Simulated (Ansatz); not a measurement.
# Zone-centre phonons of AlAs at 16 GPa: input and output

Theory: Ansatz, DFT PBEsol, scalar-relativistic, plane waves, PAW.

Launched with:
```bash
ansatz run input.yaml --threads 1 --pin off --max-ram 3072MiB --backend cpu --events-out ev --progress --plain --runs-dir out
```

Input (bare energies are in eV):
```yaml
crystal:
  lattice:
    - [0.0, 2.6910106959, 2.6910106959]
    - [2.6910106959, 0.0, 2.6910106959]
    - [2.6910106959, 2.6910106959, 0.0]
  atoms:
    - { symbol: Al, position: [0.0, 0.0, 0.0] }
    - { symbol: As, position: [0.75, 0.75, 0.75] }
basis:
  ecutwfc: 420
kpoints:
  mp_grid: { grid: [10, 10, 10] }
hamiltonian:
  xc: pbesol
scf:
  occupations: { method: fixed }
output:
  eigenvalues: true
phonons:
  method: dfpt
  dielectric: true
  rigid_motions: translations
  eigenvectors: true
```

Results section of the output:
```
--- Phonons (Γ-DFPT): 2 representative perturbations + reference, on 171 of 1000 k-points (Σ response iterations 6) ---
  k mesh reduced under 4 symmetry operations, with k and −k counted as one. Each operation leaves every solved perturbation unchanged. A smaller set is not considered because the run solves the response ...
  ASR residual: 4.510e-5 → 0.000e0 eV/Å²; symmetrization residual: 2.026e-6 eV/Å²
  ASR residual per site (eV/Å²): 4.51e-5 2.54e-5
  Γ frequencies (cm⁻¹): 0.00 0.00 0.00 422.92 422.92 422.92
  ε∞ (high-frequency dielectric tensor):
        8.955837    -0.000000     0.000000
       -0.000000     8.955837     0.000000
        0.000000     0.000000     8.955837
  ε⁰ (static dielectric tensor: ions relaxed, cell fixed):
       10.455141    -0.000000     0.000000
       -0.000000    10.455141     0.000000
        0.000000     0.000000    10.455141
  ε⁰ − ε∞ (ionic part):
        1.499304     0.000000     0.000000
        0.000000     1.499304    -0.000000
        0.000000    -0.000000     1.499304
  softest optical mode at Γ: 422.92 cm⁻¹; the repairs (sum rule, projections) moved no ω² at Γ by more than (0.76 cm⁻¹)²
  Born effective charges Z* (e; rows j = field, columns β = displacement):
    site 0:
         2.05271    0.00000    0.00000
         0.00000    2.05271   -0.00000
         0.00000    0.00000    2.05271
    site 1:
        -2.05271   -0.00000   -0.00000
        -0.00000   -2.05271    0.00000
        -0.00000   -0.00000   -2.05271
  Z* charge neutrality: 2.199e-5 e pre-enforcement
  solved inside a basis spanned on kpoints, on 10×10×10 k-points, its susceptibility summed on 14×14×14: ε∞ is read to err by 2.5e-2, Z* by 1.6e-2 e (field_mesh: kpoints solves on kpoints); Z* is corrected for ...
  optical modes at Γ without the LO–TO term, one row a degenerate level:
      ω (cm⁻¹) modes IR ((D/Å)²/amu)
        422.92      3            14.7011
  optical modes at Γ + LO–TO along q̂ = [1.0000, 0.0000, 0.0000]:
      ω (cm⁻¹) modes IR ((D/Å)²/amu)
        422.92      2             9.8007
        456.95      1             4.9004
  optical modes at Γ + LO–TO along q̂ = [0.0000, 1.0000, 0.0000]:
      ω (cm⁻¹) modes IR ((D/Å)²/amu)
        422.92      2             9.8007
        456.95      1             4.9004
  optical modes at Γ + LO–TO along q̂ = [0.0000, 0.0000, 1.0000]:
      ω (cm⁻¹) modes IR ((D/Å)²/amu)
        422.92      2             9.8007
        456.95      1             4.9004
```

The run took 72 s on 1 thread of Intel(R) Xeon(R) Platinum 8259CL CPU @ 2.50GHz (Skylake/Cascade Lake) (shared host), peak memory 0.67 GiB.